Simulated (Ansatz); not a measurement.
# Dielectric response of LiH (110) films, part 2 of 5

How well do thin rocksalt LiH (110) films screen a perpendicular field?

Ansatz 0.2.0; plane-wave DFT, PBEsol, Ansatz PAW.

So far. Step 2 (Relaxing the film, 10 atoms, units 5): The gap is 2.75 eV, with the valence edge 4.09 eV and the conduction edge 1.34 eV under the upper vacuum level.

**3. Single point on the relaxed film, 10 atoms, units 5**

The film was relaxed beforehand; a single point on the relaxed positions gives its levels and potential.

The input, input.yaml:

```yaml
crystal:
  lattice:
    - [2.88499567, 0.0, 0.0]
    - [0.0, 4.08, 0.0]
    - [0.0, 0.0, 23.7699913345]
  atoms:
    - { symbol: Li, position: [0.5, 0.5, 0.3878053576] }
    - { symbol: H, position: [0.5, 0.0, 0.3838132836] }
    - { symbol: Li, position: [0.0, 0.0, 0.4378057008] }
    - { symbol: H, position: [0.0, 0.5, 0.4396982708] }
    - { symbol: Li, position: [0.5, 0.5, 0.4999999964] }
    - { symbol: H, position: [0.5, 0.0, 0.500000001] }
    - { symbol: Li, position: [0.0, 0.0, 0.5621943034] }
    - { symbol: H, position: [0.0, 0.5, 0.5603017325] }
    - { symbol: Li, position: [0.5, 0.5, 0.6121946374] }
    - { symbol: H, position: [0.5, 0.0, 0.6161867165] }
kpoints:
  mp_grid: { grid: [10, 6, 1] }
hamiltonian:
  xc: pbesol
scf:
  occupations: { method: fixed }
  convergence: { dr2_threshold: 1.0e-09 }
efield:
  axis: 3
  dipole_correction: true
  ramp_position: 0.97
  ramp_width: 0.06
output:
  eigenvalues: true
  write_potential: true
  write_density: true
  volumetric_format: npy
```

The run is started by

```bash
$ ansatz run input.yaml --threads 4 --pin off --max-ram 6144MiB --backend cpu --events-out ev --progress --plain --runs-dir out
```

Numbers of over 12 decimals in the logs are rounded to 6 here.

What it wrote:

```text
[...]
Crystal: 10 atoms, lattice volume = 279.791 Å³
Basis set: ecut = 420 eV, 5463 PW (Γ)
Bands: 20, of which v1, the nominal top of the filled ones, is band 10 counted from 1 (9 counted from 0)
Symmetry: 4 space group operations
k-points: 24 of 60
[...]
SCF iter   1: F=—  HF=-1096.342357 eV  |F-HF|=—  |Δ(HF+E_count)|=         —  Δρ=4.23e-3  dr2=7.46e-2  ethr=1.77e-3  p=-0.000 e·Å  D=-2.00e-8 V/Å  ΔV_dip=0.00 eV  dr2_dipole=2.55e-8  V_vac-E_F(+/−)=3.84/3.84 eV  ⟨swp⟩=4.9  Hψ=2191  notcnv=0  defer=158
[...]
SCF iter   9: F=-1096.321844 eV  HF=-1096.321844 eV  |F-HF|=1.36e-12  |Δ(HF+E_count)|=  9.14e-10  Δρ=2.66e-8  dr2=2.75e-12  ethr=1.59e-12  p=-0.000 e·Å  D=-3.38e-8 V/Å  ΔV_dip=0.00 eV  dr2_dipole=1.61e-17  V_vac-E_F(+/−)=4.09/4.09 eV  ⟨swp⟩=2.6  Hψ=1572  notcnv=0
[...]
SCF 1 converged in 9 iterations: F = -1096.321844 eV  dr2 = 2.75e-12
[...]
SCF converged after 9 iterations
an eigenvalue changed by more than its tolerance at an iteration that met the thresholds in force, so the SCF went on 1 time: the last check found none over its tolerance
Free energy (F): -1096.321844 eV
[...]
Internal energy: -1096.321844 eV  (E = F + TS)
E sigma→0 (E₀):  -1096.321844 eV
Fermi energy:    -2.559096 eV
Dipole field:    D = -0.000000 V/Å  (p = -0.000000 e·Å, saw-weighted, corrected)
Work function:   Φ+ = 4.0932 eV   Φ− = 4.0932 eV
[...]
--- Band table (eV; the first three rows and the last of 24) ---
  k-point 0: bands = [... 6 lower, -6.9174, -5.0949, -3.8472, -3.1221, 0.2072, 0.7309, 0.7548, 1.5673, ... 6 higher]
  k-point 1: bands = [... 6 lower, -6.7986, -5.0611, -4.1413, -4.0069, 0.3822, 0.5150, 1.6540, 1.9351, ... 6 higher]
  k-point 2: bands = [... 6 lower, -6.4606, -5.4167, -4.9292, -4.8278, 0.4444, 0.5901, 2.3190, 2.6630, ... 6 higher]
  k-point 23: bands = [... 6 lower, -4.9824, -4.4601, -3.7727, -2.7313, 1.6385, 1.8377, 1.8666, 2.0027, ... 6 higher]
```

Run time: 4.6 s. Hardware: 4 threads of Arm Neoverse V1, shared host; peak memory 0.52 GiB; 18 s of CPU time.

Reading the cycles: dr2 is the Hartree energy of the density residual (eV), the measure of convergence; HF is the Harris–Foulkes estimate of the energy, which meets the free energy F at convergence.

Numbers from this step:

```yaml
dipole_along_the_normal: -5.93e-8 e·Å
```

Running mean over 1.442 Å of the planar mean; the ramp of the sawtooth is left out. Electron's electrostatic potential energy less the highest filled level against z:

z (Å), electron's electrostatic potential energy less the highest filled level (eV) and a bar from the least value:
```
      3.0       4.09 ##############################
      3.5       4.09 ##############################
      4.0       4.09 ##############################
      4.5       4.09 ##############################
      5.0       4.09 ##############################
      5.5       4.09 ##############################
      6.0       4.09 ##############################
      6.5       4.07 ##############################
      7.0       4.03 ##############################
      7.5       3.85 #############################
      8.0       3.25 #########################
      8.5       1.38 ###############
      9.0      -0.29 ######
      9.5      -1.18 #
     10.0      -1.35 #
     10.5      -0.80 ####
     11.0      -0.57 #####
     11.5      -0.55 #####
     12.0      -0.56 #####
     12.5      -0.54 #####
     13.0      -0.64 ####
     13.5      -1.03 ##
     14.0      -1.45 
     14.5      -0.80 ####
     15.0       0.30 #########
     15.5       2.39 #####################
     16.0       3.62 ###########################
     16.5       3.96 #############################
     17.0       4.06 ##############################
     17.5       4.08 ##############################
     18.0       4.09 ##############################
     18.5       4.09 ##############################
     19.0       4.09 ##############################
     19.5       4.09 ##############################
     20.0       4.09 ##############################
     20.5       4.09 ##############################
```

The gap is 2.75 eV, with the valence edge 4.09 eV and the conduction edge 1.34 eV under the upper vacuum level.

**4. Single point, 10 atoms, units 5, field 0.05 V/Å**

A sawtooth potential applies the field, turning back in the middle of the vacuum. With the dipole correction the typed value is the field outside the slab. The induced dipole is small, so the SCF threshold is tight.

input.yaml: that of step 3 with these lines changed.

```diff
@@ -22,3 +22,3 @@
   occupations: { method: fixed }
-  convergence: { dr2_threshold: 1.0e-09 }
+  convergence: { dr2_threshold: 1.0e-10 }
 efield:
@@ -28,4 +28,4 @@
   ramp_width: 0.06
+  amplitude: 0.05
 output:
-  eigenvalues: true
   write_potential: true
```

What it wrote:

```text
[...]
Crystal: 10 atoms, lattice volume = 279.791 Å³
Basis set: ecut = 420 eV, 5463 PW (Γ)
Bands: 20, of which v1, the nominal top of the filled ones, is band 10 counted from 1 (9 counted from 0)
Symmetry: 4 space group operations
k-points: 24 of 60
[...]
SCF iter   1: F=—  HF=-1099.028014 eV  |F-HF|=—  |Δ(HF+E_count)|=         —  Δρ=3.65e-2  dr2=6.52e0  ethr=3.10e-3  p=0.027 e·Å  D=1.75e-2 V/Å  ΔV_dip=-0.42 eV  dr2_dipole=1.93e-4  V_vac-E_F(+/−)=10.87/10.20 eV  ⟨swp⟩=5.2  Hψ=2352  notcnv=0  defer=169
[...]
SCF iter  11: F=-1096.322349 eV  HF=-1096.322349 eV  |F-HF|=1.39e-11  |Δ(HF+E_count)|=  7.39e-11  Δρ=6.06e-8  dr2=9.85e-12  ethr=1.00e-12  p=0.020 e·Å  D=1.31e-2 V/Å  ΔV_dip=-0.31 eV  dr2_dipole=4.80e-16  V_vac-E_F(+/−)=4.47/3.69 eV  ⟨swp⟩=13.0  Hψ=3359  notcnv=0
[...]
SCF 1 converged in 11 iterations: F = -1096.322349 eV  dr2 = 9.85e-12
[...]
SCF converged after 11 iterations
[...]
Free energy (F): -1096.322349 eV
[...]
Internal energy: -1096.322349 eV  (E = F + TS)
E sigma→0 (E₀):  -1096.322349 eV
Fermi energy:    -2.558917 eV
Dipole field:    D = 0.013066 V/Å  (p = 0.020204 e·Å, saw-weighted, corrected)
Work function:   not extracted (applied field tilts the vacuum); planar V_es + V_field profile in the machine report
[...]
--- Band table (eV; the first three rows and the last of 24) ---
  k-point 0: bands = [... 6 lower, -6.9175, -5.0954, -3.8476, -3.1218, 0.2067, 0.6276, 0.8517, 1.5672, ... 6 higher]
  k-point 1: bands = [... 6 lower, -6.7988, -5.0617, -4.1440, -4.0041, 0.3492, 0.5439, 1.5926, 1.9061, ... 6 higher]
  k-point 2: bands = [... 6 lower, -6.4607, -5.4171, -4.9363, -4.8208, 0.4207, 0.6120, 2.2483, 2.6704, ... 6 higher]
  k-point 23: bands = [... 6 lower, -4.9829, -4.4601, -3.7732, -2.7309, 1.6372, 1.8386, 1.8663, 2.0020, ... 6 higher]
```

Run time: 4.7 s. Hardware: 4 threads; peak memory 0.51 GiB.

This step gave:

- dipole along the normal: 0.02020 e·Å

The dipole is 0.0202 e·Å, and the gap on the mesh 2.750 eV.

**5. Atoms held, 10 atoms, units 5, field -0.05 V/Å**

input.yaml: that of step 4 with these lines changed.

```diff
@@ -28,3 +28,3 @@
   ramp_width: 0.06
-  amplitude: 0.05
+  amplitude: -0.05
 output:
```

What it wrote:

```text
[...]
Crystal: 10 atoms, lattice volume = 279.791 Å³
Basis set: ecut = 420 eV, 5463 PW (Γ)
Bands: 20, of which v1, the nominal top of the filled ones, is band 10 counted from 1 (9 counted from 0)
Symmetry: 4 space group operations
k-points: 24 of 60
[...]
k-point 0: bands = [... 6 lower, -6.9175, -5.0954, -3.8476, -3.1218, 0.2067, 0.6276, 0.8517, 1.5672, ... 6 higher]
  k-point 1: bands = [... 6 lower, -6.7988, -5.0617, -4.1440, -4.0041, 0.3492, 0.5439, 1.5926, 1.9061, ... 6 higher]
  k-point 2: bands = [... 6 lower, -6.4607, -5.4171, -4.9363, -4.8208, 0.4207, 0.6120, 2.2483, 2.6704, ... 6 higher]
  k-point 23: bands = [... 6 lower, -4.9829, -4.4601, -3.7732, -2.7309, 1.6372, 1.8386, 1.8663, 2.0020, ... 6 higher]
[key lines of the parts left out:]
SCF converged after 11 iterations
Free energy (F): -1096.322349 eV
Fermi energy:    -2.558917 eV
Dipole field:    D = -0.013067 V/Å  (p = -0.020204 e·Å, saw-weighted, corrected)
```

Run time: 4.6 s. Hardware: 4 threads; peak memory 0.51 GiB; 18 s of CPU time.

The dipole is -0.0202 e·Å, and the gap on the mesh 2.750 eV.

**6. Response with the atoms held, 10 atoms, units 5**

This step: plane-wave DFT, PBEsol, Ansatz PAW; response to a field along the normal, atoms held (Ansatz 0.2.0).

The two fields give this film's response with the atoms held: the electronic part.

This step gave:

```yaml
equivalent_conductor_thickness_p_eps_0ae: 6.212 Å
distance_between_the_outer_atoms: 5.524 Å
thickness: 7.213 Å
```

Local field over the applied field, running mean. From the potentials at -0.05 and 0.05 V/Å; running mean over 1.442 Å, taken twice. Table of local field over applied field by z:

z (Å), local field over applied field and a bar from the least value:
```
     4.16      1.000 ##############################
     4.61      0.999 ##############################
     5.05      0.997 ##############################
     5.35      0.995 ##############################
     5.79      0.988 ##############################
     6.24      0.972 #############################
     6.69      0.938 ############################
     7.13      0.873 #########################
     7.43      0.805 #######################
     7.87      0.664 ##################
     8.32      0.493 ###########
     8.77      0.336 #####
     9.21      0.231 #
     9.66      0.193 
     9.95      0.196 
    10.40      0.216 #
    10.85      0.230 #
    11.29      0.229 #
    11.74      0.225 #
    12.03      0.225 #
    12.48      0.229 #
    12.92      0.230 #
    13.37      0.216 #
    13.82      0.196 
    14.11      0.193 
    14.56      0.231 #
    15.00      0.336 #####
    15.45      0.493 ###########
    15.90      0.664 ##################
    16.34      0.805 #######################
    16.64      0.873 #########################
    17.08      0.938 ############################
    17.53      0.972 #############################
    17.98      0.988 ##############################
    18.42      0.995 ##############################
    18.72      0.997 ##############################
    19.16      0.999 ##############################
    19.61      1.000 ##############################
```

The induced electron density oscillates, so the rows of the table below give means over windows of 0.5 Å about each position, cut where the curve ends. Its maxima inside the range that stand out by 2 % of the span (Å: e/Å³ per V/Å): 8.47: 0.00311, 10.25: -1.4e-4, 11.59: 8.5e-4, 13.22: 6.1e-4, 14.11: 8.3e-4. Its minima: 9.66: -8.3e-4, 10.55: -6.1e-4, 12.18: -8.5e-4, 13.52: 1.4e-4, 15.30: -0.00311.

Electrons, planar mean, per unit field. Induced electron density against z; means over each step:

```csv
z (Å),induced electron density (e/Å³ per V/Å)
4.5,5.5e-6
5.0,1.6e-5
5.5,4.3e-5
6.0,1.1e-4
6.5,2.9e-4
7.0,6.8e-4
7.5,0.00147
8.0,0.00253
8.5,0.00299
9.0,0.00153
9.5,-5.6e-4
10.0,-4.0e-4
10.5,-4.5e-4
11.0,1.2e-5
11.5,7.2e-4
12.0,-3.3e-4
12.5,-5.3e-4
13.0,3.9e-4
13.5,3.0e-4
14.0,6.6e-4
14.5,-1.8e-4
15.0,-0.00249
15.5,-0.00294
16.0,-0.00203
16.5,-0.00105
17.0,-4.6e-4
17.5,-1.9e-4
18.0,-7.4e-5
18.5,-2.7e-5
19.0,-9.7e-6
19.5,-3.9e-6
```

By hand: between -0.05 and 0.05 V/Å the dipole changes by 0.04041 e·Å, a slope of 0.4041 e·Å²/V. A perfect conductor of thickness t has p = ε₀AEt, so t = 180.95 × 0.4041 / 11.771 = 6.21 Å (e/ε₀ = 180.95 V·Å, A in Å²).

The induced dipole is that of a conductor 6.21 Å thick.

**7. Field on, atoms free, 10 atoms, field 0.05 V/Å**

This step: plane-wave DFT, PBEsol, Ansatz PAW (Ansatz 0.2.0).

Now the atoms may follow the field. A weak field makes forces of meV/Å to tens of meV/Å, so the force tolerance is set well below the usual one.

input.yaml: that of step 5 with these lines changed.

```diff
@@ -28,3 +28,6 @@
   ramp_width: 0.06
-  amplitude: -0.05
+  amplitude: 0.05
+relax:
+  f_tol: 0.0006
+  max_steps: 70
 output:
```

What it wrote:

```text
[...]
Crystal: 10 atoms, lattice volume = 279.791 Å³
Basis set: ecut = 420 eV, 5463 PW (Γ), exchange–correlation on 40×60×320 points (8 copies of the dense FFT grid, shifted against one another)
Bands: 20, of which v1, the nominal top of the filled ones, is band 10 counted from 1 (9 counted from 0)
Symmetry: 4 space group operations
k-points: 24 of 60
[...]
SCF iter   1: F=—  HF=-1099.027993 eV  |F-HF|=—  |Δ(HF+E_count)|=         —  Δρ=3.65e-2  dr2=6.52e0  ethr=3.10e-3  p=0.027 e·Å  D=1.75e-2 V/Å  ΔV_dip=-0.42 eV  dr2_dipole=1.93e-4  V_vac-E_F(+/−)=10.87/10.20 eV  ⟨swp⟩=5.2  Hψ=2352  notcnv=0  defer=169
[...]
SCF iter  11: F=-1096.322325 eV  HF=-1096.322325 eV  |F-HF|=7.28e-12  |Δ(HF+E_count)|=  5.23e-11  Δρ=6.26e-8  dr2=1.03e-11  ethr=1.00e-12  p=0.020 e·Å  D=1.31e-2 V/Å  ΔV_dip=-0.31 eV  dr2_dipole=1.54e-16  V_vac-E_F(+/−)=4.47/3.69 eV  ⟨swp⟩=5.2  Hψ=1899  notcnv=0
SCF 1 converged in 11 iterations: F = -1096.322325 eV  dr2 = 1.03e-11
[...]
relax step   1: F+E_penalty+E_count = -1096.32232537 eV  Δ(F+E_penalty+E_count) = +0.000e0 eV  max|allowed force component| = 1.463e-2 eV/Å  Δτ_max = 0.0000 Å  (11 SCF iters, accepted)
[...]
SCF iter   8: F=-1096.322132 eV  HF=-1096.322132 eV  |F-HF|=1.84e-11  |Δ(HF+E_count)|=  3.47e-10  Δρ=5.94e-8  dr2=7.76e-12  ethr=1.00e-12  p=0.032 e·Å  D=2.05e-2 V/Å  ΔV_dip=-0.49 eV  dr2_dipole=6.61e-14  V_vac-E_F(+/−)=4.38/3.78 eV  ⟨swp⟩=6.0  Hψ=1502  notcnv=0
SCF 2 converged in 8 iterations: F = -1096.322132 eV  dr2 = 7.76e-12
relax step   2: F+E_penalty+E_count = -1096.32213220 eV  Δ(F+E_penalty+E_count) = +1.932e-4 eV  max|allowed force component| = 2.037e-2 eV/Å  Δτ_max = 0.0103 Å  (8 SCF iters, rejected (line search))
SCF iter   1: F=—  HF=-1096.322551 eV  |F-HF|=—  |Δ(HF+E_count)|=         —  Δρ=2.33e-4  dr2=3.25e-4  ethr=2.11e-5  p=0.032 e·Å  D=2.05e-2 V/Å  ΔV_dip=-0.49 eV  dr2_dipole=1.26e-4  V_vac-E_F(+/−)=4.38/3.78 eV  ⟨swp⟩=2.7  Hψ=1034  notcnv=0  defer=189
[...]
SCF iter   7: F=-1096.322445 eV  HF=-1096.322445 eV  |F-HF|=2.31e-10  |Δ(HF+E_count)|=   1.75e-9  Δρ=1.71e-7  dr2=4.92e-11  ethr=1.00e-12  p=0.025 e·Å  D=1.61e-2 V/Å  ΔV_dip=-0.38 eV  dr2_dipole=4.06e-13  V_vac-E_F(+/−)=4.43/3.73 eV  ⟨swp⟩=7.0  Hψ=1712  notcnv=0
SCF 3 converged in 7 iterations: F = -1096.322445 eV  dr2 = 4.92e-11
relax step   3: F+E_penalty+E_count = -1096.32244531 eV  Δ(F+E_penalty+E_count) = -1.199e-4 eV  max|allowed force component| = 1.233e-3 eV/Å  Δτ_max = 0.0037 Å  (7 SCF iters, accepted)
[...]
relax step   4: F+E_penalty+E_count = -1096.32174133 eV  Δ(F+E_penalty+E_count) = +7.040e-4 eV  max|allowed force component| = 4.355e-2 eV/Å  Δτ_max = 0.0080 Å  (7 SCF iters, rejected (line search))
SCF iter   1: F=—  HF=-1096.322722 eV  |F-HF|=—  |Δ(HF+E_count)|=         —  Δρ=2.96e-4  dr2=9.02e-4  ethr=4.42e-5  p=0.034 e·Å  D=2.19e-2 V/Å  ΔV_dip=-0.52 eV  dr2_dipole=3.38e-4  V_vac-E_F(+/−)=4.36/3.79 eV  ⟨swp⟩=2.0  Hψ=987  notcnv=0  defer=187
[...]
SCF iter   7: F=-1096.322446 eV  HF=-1096.322446 eV  |F-HF|=1.17e-10  |Δ(HF+E_count)|=   3.60e-9  Δρ=1.48e-7  dr2=4.34e-11  ethr=1.00e-12  p=0.025 e·Å  D=1.62e-2 V/Å  ΔV_dip=-0.38 eV  dr2_dipole=1.39e-12  V_vac-E_F(+/−)=4.43/3.73 eV  ⟨swp⟩=7.1  Hψ=1728  notcnv=0
SCF 5 converged in 7 iterations: F = -1096.322446 eV  dr2 = 4.34e-11
relax step   5: F+E_penalty+E_count = -1096.32244592 eV  Δ(F+E_penalty+E_count) = -6.111e-7 eV  max|allowed force component| = 7.332e-5 eV/Å  Δτ_max = 0.0003 Å  (7 SCF iters, accepted)
NSCF: frozen V_eff on 24 k-points
the band table was solved once a step of the walk had ended and its energy, with any forces and stress, was formed, with the checks that follow a solve (4130 applications of the Hamiltonian). They found nothing against the state; the energy, forces and stress were not computed again (output.eigenvalues in the input reference)
[...]
SCF converged after 7 iterations
[...]
Free energy (F): -1096.322446 eV
[...]
Internal energy: -1096.322446 eV  (E = F + TS)
E sigma→0 (E₀):  -1096.322446 eV
Fermi energy:    -2.559287 eV
Dipole field:    D = 0.016174 V/Å  (p = 0.025009 e·Å, saw-weighted, corrected)
Work function:   not extracted (applied field tilts the vacuum); planar V_es + V_field profile in the machine report
[...]
--- Forces (eV/Å), atoms counted from 1 ---
  atom   1  Li     0.00000000     0.00000000    -0.00006917
  atom   2  H      0.00000000     0.00000000    -0.00000165
  atom   3  Li     0.00000000     0.00000000     0.00005190
  atom   4  H      0.00000000     0.00000000     0.00003598
  atom   5  Li     0.00000000     0.00000000    -0.00007288
  atom   6  H      0.00000000     0.00000000     0.00001029
  atom   7  Li     0.00000000     0.00000000    -0.00002175
  atom   8  H      0.00000000     0.00000000    -0.00001457
  atom   9  Li     0.00000000     0.00000000     0.00004637
  atom  10  H      0.00000000     0.00000000     0.00003986
  max |Σ_I F_I| component: 4.39e-6 eV/Å
--- Band table (eV; the first three rows and the last of 24) ---
  k-point 0: bands = [... 6 lower, -6.9170, -5.0951, -3.8472, -3.1216, 0.2080, 0.6650, 0.8140, 1.5676, ... 6 higher]
  k-point 1: bands = [... 6 lower, -6.7983, -5.0614, -4.1416, -4.0058, 0.3692, 0.5250, 1.6105, 1.9054, ... 6 higher]
  k-point 2: bands = [... 6 lower, -6.4602, -5.4160, -4.9302, -4.8267, 0.4361, 0.5971, 2.2684, 2.6622, ... 6 higher]
  k-point 23: bands = [... 6 lower, -4.9814, -4.4593, -3.7724, -2.7314, 1.6388, 1.8382, 1.8670, 2.0025, ... 6 higher]
--- Relaxed structure (5 steps of the walk, 3 accepted, 0 SCFs on fresh bases) ---
  F+E_penalty+E_count = -1096.32244592 eV   max|allowed force component| = 7.332e-5 eV/Å
  atoms:
    - { symbol: Li, position: [0.5, 0.5, 0.387907] }
    - { symbol: H, position: [0.5, 0.0, 0.383656] }
    - { symbol: Li, position: [0.0, 0.0, 0.437815] }
    - { symbol: H, position: [0.0, 0.5, 0.439687] }
    - { symbol: Li, position: [0.5, 0.5, 0.500109] }
    - { symbol: H, position: [0.5, 0.0, 0.499888] }
    - { symbol: Li, position: [0.0, 0.0, 0.562223] }
    - { symbol: H, position: [0.0, 0.5, 0.560307] }
    - { symbol: Li, position: [0.5, 0.5, 0.612342] }
    - { symbol: H, position: [0.5, 0.0, 0.616065] }
```

It took 11 s on 4 threads; peak memory 0.48 GiB; 43 s of CPU time.

Hardly anything moved in the relaxation; the energy changed by under 0.2 meV an atom.

This step gave:

```yaml
dipole_along_the_normal: 0.02501 e·Å
```

The relaxation took 5 steps and lowered the energy by 1.2e-4 eV; the largest force on the free atoms ends at 7.3e-5 eV/Å.

The dipole is 0.0250 e·Å, and the gap on the mesh 2.750 eV.

[end of part 2 of 5]

[Logs are printed without paths, hosts, clocks, repeated set-up lines and the standing remarks that a program may print on its own settings, such as how far it seeks lower states.]

[Hosts, paths, dates, database ids (printed as entryN), source tags and the programs' standing remarks are cut or masked in the printed files.]

[Maps of the electrostatic potential energy from Ansatz leave out the sawtooth potential of an applied field or a dipole correction, so their vacuum need not be flat; planar profiles and work functions include it.]
